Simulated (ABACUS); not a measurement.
# PbS (Galena): equation of state with AM05

The system is PbS (Galena).

```xyz
2
Lattice="0.0000 2.9657 2.9657 2.9657 0.0000 2.9657 2.9657 2.9657 0.0000" Properties=species:S:1:pos:R:3 pbc="T T T"
Pb    0.0000    0.0000    0.0000
S     2.9657    2.9657    2.9657
```

```yaml
Program: ABACUS 3.10.1
Task: equation of state
Functional: AM05
Potentials_or_basis: SG15 ONCV 1.2 PBE
Cutoff: 857 eV
Density_cutoff: 3429 eV
Basis: plane waves
k_mesh: 6 × 6 × 6
Occupations: fermi-dirac, width 0.05 eV
Spin: no spin polarisation
```

```yaml
Equilibrium_volume: 26.07 Å³/atom
Bulk_modulus: 55 GPa
Pressure_derivative_of_the_bulk_modulus: "3.4 (rough: it moves with the points fitted)"
```

Energy against volume, from the lowest point:
```tsv
volume (Å³/atom)	energy (meV/atom)
24.521	17.28
25.042	7.39
25.564	1.75
26.086	0.00
26.607	1.87
27.129	7.02
27.651	15.11
```

All runs of the series together: 19 s on 4 threads of AMD EPYC 9R45 96-Core Processor (Zen 5), on a shared host.

Caveat: the potentials were made for another functional, which shifts forces and pressure. The run has no spin-orbit coupling, so splittings on Pb are missing.
